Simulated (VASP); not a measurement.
Output of a VASP run:

**OSZICAR**
```
       N       E                     dE             d eps       ncg     rms          rms(c)
DAV:   1     0.198263023119E+03    0.19826E+03   -0.14681E+04   640   0.153E+03
DAV:   2    -0.267205979785E+02   -0.22498E+03   -0.22142E+03   880   0.384E+02
DAV:   3    -0.348058336036E+02   -0.80852E+01   -0.80786E+01   928   0.760E+01
DAV:   4    -0.350257188372E+02   -0.21989E+00   -0.21985E+00   880   0.917E+00
DAV:   5    -0.350303398602E+02   -0.46210E-02   -0.46210E-02   880   0.102E+00    0.222E+01
DAV:   6    -0.286493417001E+02    0.63810E+01   -0.38565E+01   736   0.463E+01    0.869E+00
DAV:   7    -0.285597427617E+02    0.89599E-01   -0.15572E+00   840   0.102E+01    0.538E+00
DAV:   8    -0.285236595852E+02    0.36083E-01   -0.21222E-01   824   0.456E+00    0.521E-01
DAV:   9    -0.285251453064E+02   -0.14857E-02   -0.12047E-02   880   0.913E-01    0.358E-01
DAV:  10    -0.285265432839E+02   -0.13980E-02   -0.36870E-03   752   0.666E-01    0.113E-01
DAV:  11    -0.285266100119E+02   -0.66728E-04   -0.11950E-03   856   0.294E-01    0.126E-01
DAV:  12    -0.285265539363E+02    0.56076E-04   -0.34257E-04   784   0.144E-01    0.381E-03
DAV:  13    -0.285265551411E+02   -0.12048E-05   -0.62950E-06   720   0.215E-02    0.520E-03
DAV:  14    -0.285265557868E+02   -0.64572E-06   -0.17400E-06   680   0.106E-02
   1 F= -.28526556E+02 E0= -.28526556E+02  d E =-.519836E-22
```

### OUTCAR
```
------------------------ aborting loop because EDIFF is reached ----------------------------------------
  FORCE on cell =-STRESS in cart. coord.  units (eV):
  Direction    XX          YY          ZZ          XY          YZ          ZX
  --------------------------------------------------------------------------------------
  Total       -2.0247354     -2.0247354     -2.0247354     -0.0000000     -0.0000000     -0.0000000
  in kB      -92.7224670    -92.7224670    -92.7224670     -0.0000000     -0.0000000     -0.0000000
  external PRESSURE =     -92.7224670 kB  Pullay stress =       0.0000000 kB
  volume of cell :       34.99
      direct lattice vectors                 reciprocal lattice vectors
     0.000000000  2.595900000  2.595900000    -0.192611426  0.192611426  0.192611426
     2.595900000  0.000000000  2.595900000     0.192611426 -0.192611426  0.192611426
     2.595900000  2.595900000  0.000000000     0.192611426  0.192611426 -0.192611426
 POSITION                                       TOTAL-FORCE (eV/Angst)
 -----------------------------------------------------------------------------------
      0.00000      0.00000      0.00000         0.000000     -0.000000     -0.000000
      1.29795      1.29795      1.29795         0.000000      0.000000      0.000000
      3.89385      3.89385      3.89385        -0.000000     -0.000000     -0.000000
 -----------------------------------------------------------------------------------
    total drift:                                0.000000      0.000000      0.000000
  FREE ENERGIE OF THE ION-ELECTRON SYSTEM (eV)
  ---------------------------------------------------
  free  energy   TOTEN  =       -28.5265557868 eV

  energy  without entropy=      -28.5265557868  energy(sigma->0) =      -28.52655579
```
(Selected blocks of OUTCAR.)

POSCAR:
```
ZrO2
1
    0.0000000000     2.5959000000     2.5959000000
    2.5959000000     0.0000000000     2.5959000000
    2.5959000000     2.5959000000     0.0000000000
Zr O
1 2
Direct
  0.0000000000   0.0000000000   0.0000000000
  0.2500000000   0.2500000000   0.2500000000
  0.7500000000   0.7500000000   0.7500000000
```

Problem. Write an INCAR and KPOINTS that could have produced this output.

Solution. Several could match; the one computed here: the input of the run itself, PBE GGA, plane waves, VASP's PBE PAW potentials (set 64).

### KPOINTS
```
Automatic mesh
0
Gamma
7 7 7
0 0 0
```

**INCAR**
```
ALGO = Normal
EDIFF = 1E-6
ENCUT = 520
GGA = PE
ISIF = 2
ISMEAR = 0
LASPH = .True.
LCHARG = .False.
LMAXMIX = 4
LREAL = .False.
LWAVE = .False.
NELM = 100
PREC = Accurate
SIGMA = 0.05
SYSTEM = ZrO2
```

POTCAR, in this order: Zr_sv O (PBE.64 set). Program: vasp_std.

The compound is ZrO2 in the fluorite structure, the high-temperature cubic form, which is unstable at 0 K; the monoclinic form is the stable one. The cell was not relaxed at this level.
